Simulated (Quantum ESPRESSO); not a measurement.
# TiC (Fm-3m) in Quantum ESPRESSO: notebook

One crystal, TiC, is run at these levels: PBEsol; tasks: band structure.

All numbers are computed with Quantum ESPRESSO 7.5; they aren't measurements. Logs are shortened: lines on timing, memory, paths and dates and some standing lists are left out, and cuts for length are marked.

## 1. Starting point

Symmetry: Fm-3m, No. 225, cubic system. The conventional cell has a = 4.331 Å, b = 4.331 Å, c = 4.331 Å, α = 90.00°, β = 90.00°, γ = 90.00°. Ti (site symmetry m-3m) has 6 C at 2.17 Å as nearest neighbours. C (site symmetry m-3m) is surrounded by 6 Ti at 2.17 Å.

The cell is a database's computed one.

## 2. Band structure, PBEsol

The input, pw.in:

```
&CONTROL
  calculation = 'scf'
  prefix = 'pwscf'
  outdir = './tmp'
  pseudo_dir = './pseudo'
  tprnfor = .true.
  tstress = .true.
  disk_io = 'low'
/
&SYSTEM
  ibrav = 0
  nat = 2
  ntyp = 2
  ecutwfc = 45
  ecutrho = 360
  nbnd = 14
  occupations = 'smearing'
  smearing = 'fd'
  degauss = 0.00367493
/
&ELECTRONS
  conv_thr = 4d-10
  electron_maxstep = 120
  mixing_beta = 0.5
/
ATOMIC_SPECIES
Ti    47.8670 ti_pbesol_v1.4.uspp.F.UPF
C     12.0110 c_pbesol_v1.2.uspp.F.UPF
CELL_PARAMETERS bohr
   0.0000000000    4.0926154775    4.0926154775
   4.0926154775    0.0000000000    4.0926154775
   4.0926154775    4.0926154775    0.0000000000
ATOMIC_POSITIONS bohr
Ti     0.0000000000    0.0000000000    0.0000000000
C      4.0926154775    4.0926154775    4.0926154775
K_POINTS automatic
11 11 11 0 0 0
```

The input, pp_density.in:

```
&INPUTPP
  prefix = 'pwscf'
  outdir = './tmp'
  filplot = 'density.dat'
  plot_num = 0
/
&PLOT
  nfile = 1
  filepp(1) = 'density.dat'
  iflag = 3
  output_format = 6
  fileout = 'density.cube'
/
```

The input, pp_potential.in:

```
&INPUTPP
  prefix = 'pwscf'
  outdir = './tmp'
  filplot = 'potential.dat'
  plot_num = 11
/
&PLOT
  nfile = 1
  filepp(1) = 'potential.dat'
  iflag = 3
  output_format = 6
  fileout = 'potential.cube'
/
```

The input, bands.in:

```
&CONTROL
  calculation = 'bands'
  prefix = 'pwscf'
  outdir = './tmp'
  pseudo_dir = './pseudo'
  disk_io = 'low'
  verbosity = 'high'
/
&SYSTEM
  ibrav = 0
  nat = 2
  ntyp = 2
  ecutwfc = 45
  ecutrho = 360
  nbnd = 14
  occupations = 'smearing'
  smearing = 'fd'
  degauss = 0.00367493
/
&ELECTRONS
  conv_thr = 1d-08
  electron_maxstep = 120
  mixing_beta = 0.5
  diago_full_acc = .true.
  startingwfc = 'random'
/
ATOMIC_SPECIES
Ti    47.8670 ti_pbesol_v1.4.uspp.F.UPF
C     12.0110 c_pbesol_v1.2.uspp.F.UPF
CELL_PARAMETERS bohr
   0.0000000000    4.0926154775    4.0926154775
   4.0926154775    0.0000000000    4.0926154775
   4.0926154775    4.0926154775    0.0000000000
ATOMIC_POSITIONS bohr
Ti     0.0000000000    0.0000000000    0.0000000000
C      4.0926154775    4.0926154775    4.0926154775
K_POINTS crystal
60
 0.0000000000  0.0000000000  0.0000000000 1
 0.0625000000  0.0000000000  0.0625000000 1
 0.1250000000  0.0000000000  0.1250000000 1
 0.1875000000  0.0000000000  0.1875000000 1
 0.2500000000  0.0000000000  0.2500000000 1
 0.3125000000  0.0000000000  0.3125000000 1
 0.3750000000  0.0000000000  0.3750000000 1
 0.4375000000  0.0000000000  0.4375000000 1
 0.5000000000  0.0000000000  0.5000000000 1
 0.5000000000  0.0625000000  0.5625000000 1
 0.5000000000  0.1250000000  0.6250000000 1
 0.5000000000  0.1875000000  0.6875000000 1
 0.5000000000  0.2500000000  0.7500000000 1
 0.4375000000  0.3125000000  0.7500000000 1
 0.3750000000  0.3750000000  0.7500000000 1
 0.3375000000  0.3375000000  0.6750000000 1
 0.3000000000  0.3000000000  0.6000000000 1
 0.2625000000  0.2625000000  0.5250000000 1
 0.2250000000  0.2250000000  0.4500000000 1
 0.1875000000  0.1875000000  0.3750000000 1
 0.1500000000  0.1500000000  0.3000000000 1
 0.1125000000  0.1125000000  0.2250000000 1
 0.0750000000  0.0750000000  0.1500000000 1
 0.0375000000  0.0375000000  0.0750000000 1
 0.0000000000  0.0000000000  0.0000000000 1
 0.0625000000  0.0625000000  0.0625000000 1
 0.1250000000  0.1250000000  0.1250000000 1
 0.1875000000  0.1875000000  0.1875000000 1
 0.2500000000  0.2500000000  0.2500000000 1
 0.3125000000  0.3125000000  0.3125000000 1
 0.3750000000  0.3750000000  0.3750000000 1
 0.4375000000  0.4375000000  0.4375000000 1
 0.5000000000  0.5000000000  0.5000000000 1
 0.5250000000  0.4500000000  0.5250000000 1
 0.5500000000  0.4000000000  0.5500000000 1
 0.5750000000  0.3500000000  0.5750000000 1
 0.6000000000  0.3000000000  0.6000000000 1
 0.6250000000  0.2500000000  0.6250000000 1
 0.5833333333  0.2500000000  0.6666666667 1
 0.5416666667  0.2500000000  0.7083333333 1
 0.5000000000  0.2500000000  0.7500000000 1
 0.5000000000  0.2857142857  0.7142857143 1
 0.5000000000  0.3214285714  0.6785714286 1
 0.5000000000  0.3571428571  0.6428571429 1
 0.5000000000  0.3928571429  0.6071428571 1
 0.5000000000  0.4285714286  0.5714285714 1
 0.5000000000  0.4642857143  0.5357142857 1
 0.5000000000  0.5000000000  0.5000000000 1
 0.4821428571  0.4821428571  0.5357142857 1
 0.4642857143  0.4642857143  0.5714285714 1
 0.4464285714  0.4464285714  0.6071428571 1
 0.4285714286  0.4285714286  0.6428571429 1
 0.4107142857  0.4107142857  0.6785714286 1
 0.3928571429  0.3928571429  0.7142857143 1
 0.3750000000  0.3750000000  0.7500000000 1
 0.6250000000  0.2500000000  0.6250000000 1
 0.5937500000  0.1875000000  0.5937500000 1
 0.5625000000  0.1250000000  0.5625000000 1
 0.5312500000  0.0625000000  0.5312500000 1
 0.5000000000  0.0000000000  0.5000000000 1
```

Potentials or basis: GBRV 1.5 PBEsol.

On the command line:

```console
$ OMP_NUM_THREADS=1 mpirun -n 2 pw.x -nk 2 -in pw.in > pw.out
$ OMP_NUM_THREADS=1 mpirun -n 1 pp.x -in pp_density.in > pp_density.out
$ OMP_NUM_THREADS=1 mpirun -n 1 pp.x -in pp_potential.in > pp_potential.out
$ OMP_NUM_THREADS=1 mpirun -n 2 pw.x -nk 2 -in bands.in > bands.out
```

pw.out:

```text
This program is part of the open-source Quantum ESPRESSO suite
     for quantum simulation of materials; please cite
[... 6 lines left out ...]
     using ibrav=0 with symmetry is DISCOURAGED, use correct ibrav instead

     K-points division:     npool     =       2
     Subspace diagonalization in iterative solution of the eigenvalue problem:
     a serial algorithm will be used

     G-vector sticks info
     --------------------
     sticks:   dense  smooth     PW     G-vecs:    dense   smooth      PW
     Sum         835     421    139                15665     5601    1067

     Using Slab Decomposition

     bravais-lattice index     =            0
     lattice parameter (alat)  =       5.7878  a.u.
     unit-cell volume          =     137.0985 (a.u.)^3
     number of atoms/cell      =            2
     number of atomic types    =            2
     number of electrons       =        16.00
     number of Kohn-Sham states=           14
     kinetic-energy cutoff     =      45.0000  Ry
     charge density cutoff     =     360.0000  Ry
     scf convergence threshold =      4.0E-10
     mixing beta               =       0.5000
     number of iterations used =            8  plain     mixing
     Exchange-correlation= SLA  PW   PSX  PSC
                           (   1   4  10   8   0   0   0)

     celldm(1)=   5.787832  celldm(2)=   0.000000  celldm(3)=   0.000000
     celldm(4)=   0.000000  celldm(5)=   0.000000  celldm(6)=   0.000000

     crystal axes: (cart. coord. in units of alat)
               a(1) = (   0.000000   0.707107   0.707107 )
               a(2) = (   0.707107   0.000000   0.707107 )
               a(3) = (   0.707107   0.707107   0.000000 )

     reciprocal axes: (cart. coord. in units 2 pi/alat)
               b(1) = ( -0.707107  0.707107  0.707107 )
               b(2) = (  0.707107 -0.707107  0.707107 )
               b(3) = (  0.707107  0.707107 -0.707107 )

     PseudoPot. # 1 for Ti read from file:
     ti_pbesol_v1.4.uspp.F.UPF
     Pseudo is Ultrasoft + core correction, Zval = 12.0
     Generated by new atomic code, or converted to UPF format
     Using radial grid of  851 points,  6 beta functions with:
                l(1) =   0
                l(2) =   0
                l(3) =   1
                l(4) =   1
                l(5) =   2
                l(6) =   2
     Q(r) pseudized with  6 coefficients,  rinner =    1.000   1.000   1.000
                                                       1.000   1.000

     PseudoPot. # 2 for C  read from file:
     c_pbesol_v1.2.uspp.F.UPF
     Pseudo is Ultrasoft + core correction, Zval =  4.0
     Generated by new atomic code, or converted to UPF format
     Using radial grid of  721 points,  4 beta functions with:
                l(1) =   0
                l(2) =   0
                l(3) =   1
                l(4) =   1
     Q(r) pseudized with  8 coefficients,  rinner =    1.100   1.100   1.100

     atomic species   valence    mass     pseudopotential
     Ti               12.00    47.86700     Ti( 1.00)
     C                 4.00    12.01100     C ( 1.00)

     48 Sym. Ops., with inversion, found

   Cartesian axes

     site n.     atom                  positions (alat units)
         1        Ti     tau(   1) = (   0.0000000   0.0000000   0.0000000  )
         2        C      tau(   2) = (   0.7071068   0.7071068   0.7071068  )

     number of k points=    56  Fermi-Dirac smearing, width (Ry)=  0.0037
                       cart. coord. in units 2pi/alat
        k(    1) = (   0.0000000   0.0000000   0.0000000), wk =   0.0015026
        k(    2) = (   0.0642824   0.0642824  -0.0642824), wk =   0.0120210
        k(    3) = (   0.1285649   0.1285649  -0.1285649), wk =   0.0120210
        k(    4) = (   0.1928473   0.1928473  -0.1928473), wk =   0.0120210
        k(    5) = (   0.2571297   0.2571297  -0.2571297), wk =   0.0120210
        k(    6) = (   0.3214122   0.3214122  -0.3214122), wk =   0.0120210
[... 48 lines left out ...]
        k(   55) = (  -0.0642824  -0.4499770   0.7071068), wk =   0.0360631
        k(   56) = (   0.0000000  -0.3856946   0.6428243), wk =   0.0360631

     Dense  grid:    15665 G-vectors     FFT dimensions: (  36,  36,  36)

     Smooth grid:     5601 G-vectors     FFT dimensions: (  25,  25,  25)

     Check: negative core charge=   -0.000014

     Initial potential from superposition of free atoms

     starting charge      14.9999, renormalised to      16.0000

     negative rho (up, down):  6.379E-04 0.000E+00
     Starting wfcs are   14 randomized atomic wfcs

     Self-consistent Calculation

     iteration #  1     ecut=    45.00 Ry     beta= 0.50
     Davidson diagonalization with overlap
     ethr =  1.00E-02,  avg # of iterations =  3.7

     negative rho (up, down):  8.188E-04 0.000E+00

     total energy              =    -130.32691464 Ry
     estimated scf accuracy    <       1.03434568 Ry

     iteration #  2     ecut=    45.00 Ry     beta= 0.50
     Davidson diagonalization with overlap
     ethr =  6.46E-03,  avg # of iterations =  2.1
[... 78 lines left out ...]
     iteration # 11     ecut=    45.00 Ry     beta= 0.50
     Davidson diagonalization with overlap
     ethr =  9.52E-12,  avg # of iterations =  1.6

     negative rho (up, down):  5.293E-04 0.000E+00

     End of self-consistent calculation

          k = 0.0000 0.0000 0.0000 (   725 PWs)   bands (ev):

   -41.6928 -17.8287 -17.8287 -17.8287   2.2368  15.2780  15.2780  15.2780
    16.3084  16.3084  16.3084  16.3487  16.3487  25.0915

          k = 0.0643 0.0643-0.0643 (   700 PWs)   bands (ev):

   -41.6868 -17.8707 -17.8327 -17.8327   2.4252  14.4718  14.7664  14.7664
    15.6205  15.6205  16.6941  17.8225  17.8225  25.4108

          k = 0.1286 0.1286-0.1286 (   697 PWs)   bands (ev):
[... 96 lines left out ...]
   -41.6121 -18.2587 -17.9899 -17.8897   5.3683   9.6261  11.7450  11.9586
    17.1655  17.5265  18.4435  20.7178  22.5093  24.9254

          k =-0.0643-0.3214 0.3214 (   698 PWs)   bands (ev):

   -41.6250 -18.1911 -17.9787 -17.8676   4.7326  10.3697  12.0825  12.1071
    16.6184  17.5955  18.4016  19.7827  22.5967  25.6207

          k = 0.0000-0.2571 0.2571 (   698 PWs)   bands (ev):

   -41.6428 -18.1080 -17.9387 -17.8490   3.9787  11.3576  12.4503  12.6510
    16.1431  17.2813  18.2004  19.0109  21.9284  26.3512

          k = 0.3857 0.0000-0.0000 (   701 PWs)   bands (ev):

   -41.6357 -18.0952 -17.9274 -17.9274   3.9164  10.9751  13.8086  14.1972
    14.1972  16.9059  18.4831  18.4831  20.9076  27.8804

          k = 0.4500 0.0643-0.0643 (   703 PWs)   bands (ev):
[... 36 lines left out ...]
   -41.5949 -18.2329 -18.0586 -17.9743   4.8649  11.0524  11.8588  13.3878
    15.4687  17.9333  18.3360  19.1373  20.5021  27.2316

          k =-0.0000-0.5143 0.5143 (   706 PWs)   bands (ev):

   -41.5955 -18.1849 -18.1282 -17.9511   5.1552  10.8968  11.2698  12.7433
    16.2737  17.6903  18.4987  20.1382  20.4187  27.1566

          k = 0.6428-0.0000 0.0000 (   700 PWs)   bands (ev):

   -41.5946 -18.2677 -17.9979 -17.9979   4.5467  11.0872  12.9750  14.5455
    14.5455  17.3393  18.1986  18.1986  20.6036  26.3486

          k =-0.0000-0.6428 0.6428 (   708 PWs)   bands (ev):

   -41.5926 -18.2650 -18.0198 -17.9950   4.6367  11.1733  12.5784  14.1652
    14.8505  17.9263  18.0965  18.1982  20.4625  26.5748

          k = 0.2571 0.1286 0.0000 (   689 PWs)   bands (ev):

   -41.6580 -18.0230 -17.8954 -17.8552   3.3693  12.0194  13.4051  13.4714
    15.4565  16.7706  17.9630  18.4737  20.6780  26.6600

          k = 0.3214 0.1928-0.0643 (   699 PWs)   bands (ev):

   -41.6392 -18.1283 -17.9283 -17.8677   4.0762  11.0674  12.5187  12.8508
    15.9208  17.2314  18.1959  19.3913  21.7322  26.3979

          k = 0.3857 0.2571-0.1286 (   701 PWs)   bands (ev):
[... 26 lines left out ...]
   -41.6031 -18.2431 -18.0377 -17.9267   5.4094   9.9170  11.5631  12.1757
    17.1783  17.3837  18.4123  20.7212  21.4090  25.9160

          k =-0.0643-0.3214 0.4500 (   698 PWs)   bands (ev):

   -41.6095 -18.2155 -18.0360 -17.9064   5.1994  10.0534  11.7364  12.1337
    16.8495  17.6962  18.4992  19.8962  22.1100  26.1027

          k = 0.0000-0.2571 0.3857 (   697 PWs)   bands (ev):

   -41.6230 -18.1738 -17.9954 -17.8833   4.6737  10.4885  12.1632  12.3005
    16.3299  17.7226  18.5359  19.2903  22.2498  26.5370

          k = 0.5143 0.1286 0.0000 (   698 PWs)   bands (ev):

   -41.6086 -18.2064 -17.9922 -17.9623   4.6037  10.6769  12.6066  13.4545
    15.2150  17.6974  18.4630  18.6927  21.1927  27.5692

          k =-0.1286-0.5143 0.6428 (   699 PWs)   bands (ev):

   -41.5993 -18.2214 -18.0394 -17.9723   4.9103  10.7796  11.9678  12.9307
    15.8697  17.9232  18.3479  19.1798  20.8816  27.5993

          k =-0.0643-0.4500 0.5785 (   705 PWs)   bands (ev):

   -41.5961 -18.1972 -18.1009 -17.9618   5.1769  10.7705  11.4287  12.5285
    16.5394  17.6785  18.3864  20.2097  20.3573  27.2914

          k = 0.0000-0.3857 0.5143 (   699 PWs)   bands (ev):

   -41.5999 -18.1769 -18.1192 -17.9359   5.3065  10.3561  11.4635  12.2419
    17.2462  17.2753  18.5529  19.8038  21.3465  26.8896

          k =-0.0643-0.5785 0.7071 (   703 PWs)   bands (ev):

   -41.5945 -18.2490 -18.0197 -17.9986   4.7092  11.0859  12.4358  13.5523
    15.3302  18.0186  18.2009  18.3460  20.5607  26.9674

          k =-0.0000-0.5143 0.6428 (   701 PWs)   bands (ev):
[... 11 lines left out ...]
   -41.5978 -18.1949 -18.0889 -17.9643   5.2340  10.5857  11.5601  12.2327
    17.0108  17.5249  18.3466  19.9159  20.7919  27.3266

          k =-0.0643-0.4500 0.7071 (   706 PWs)   bands (ev):

   -41.5940 -18.1986 -18.0782 -17.9987   5.0494  11.1021  11.7787  12.3258
    16.5803  17.8768  18.2102  19.2877  20.3807  28.4404

          k = 0.0000-0.3857 0.6428 (   702 PWs)   bands (ev):

   -41.5934 -18.1543 -18.1318 -17.9952   5.1720  11.2344  11.3811  12.1273
    17.1214  17.5410  18.2353  19.9014  19.9841  28.1744

     the Fermi energy is    14.6657 ev

!    total energy              =    -130.75439624 Ry
     estimated scf accuracy    <          5.9E-11 Ry
     smearing contrib. (-TS)   =      -0.00017625 Ry
     internal energy E=F+TS    =    -130.75421999 Ry

     The total energy is F=E-TS. E is the sum of the following terms:
     one-electron contribution =     -29.63178595 Ry
     hartree contribution      =      22.77737552 Ry
     xc contribution           =     -21.49679938 Ry
     ewald contribution        =    -102.40301018 Ry

     convergence has been achieved in  11 iterations

     negative rho (up, down):  5.293E-04 0.000E+00

     Forces acting on atoms (cartesian axes, Ry/au):

     atom    1 type  1   force =     0.00000000   -0.00000000    0.00000000
     atom    2 type  2   force =    -0.00000000    0.00000000   -0.00000000

     Total force =     0.000000     Total SCF correction =     0.000000

     Computing stress (Cartesian axis) and pressure

     negative rho (up, down):  5.293E-04 0.000E+00
          total   stress  (Ry/bohr**3)                   (kbar)     P=      -67.60
  -0.00045956  -0.00000000  -0.00000000          -67.60       -0.00       -0.00
   0.00000000  -0.00045956   0.00000000            0.00      -67.60        0.00
  -0.00000000   0.00000000  -0.00045956           -0.00        0.00      -67.60

=------------------------------------------------------------------------------=
   JOB DONE.
=------------------------------------------------------------------------------=
```

It took 10 s on 2 MPI ranks of Arm Neoverse V2, shared host; peak memory 0.18 GiB.

Results:

```
Free energy            : -1779.0042 eV
Pressure               : -6.8 GPa
Band gap on the k mesh : none (metal or under the smearing width)
```

Levels at the corners of the path, in eV from the Fermi level:
```tsv
point	band 4	band 5	band 6	band 7	band 8	band 9	band 10	band 11	band 12	band 13
Γ	-32.49	-12.43	0.61	0.61	0.61	1.64	1.64	1.64	1.68	1.68
X	-32.67	-10.11	-3.50	-1.73	-0.08	-0.08	2.70	3.48	3.48	5.83
W	-32.67	-9.51	-3.22	-3.22	-2.76	2.74	2.74	3.49	5.13	5.19
K	-32.62	-9.58	-3.55	-3.42	-1.77	1.39	3.10	3.79	5.42	5.53
Γ	-32.49	-12.43	0.61	0.61	0.61	1.64	1.64	1.64	1.68	1.68
L	-32.54	-8.89	-5.93	-2.95	-2.95	2.88	2.88	4.06	8.10	8.18
U	-32.62	-9.58	-3.55	-3.42	-1.77	1.39	3.10	3.79	5.42	5.53
W	-32.67	-9.51	-3.22	-3.22	-2.76	2.74	2.74	3.49	5.13	5.19
L	-32.54	-8.89	-5.93	-2.95	-2.95	2.88	2.88	4.06	8.10	8.18
K	-32.62	-9.58	-3.55	-3.42	-1.77	1.39	3.10	3.79	5.42	5.53
U	-32.62	-9.58	-3.55	-3.42	-1.77	1.39	3.10	3.79	5.42	5.53
X	-32.67	-10.11	-3.50	-1.73	-0.08	-0.08	2.70	3.48	3.48	5.83
```

[end of part 1 of 2]
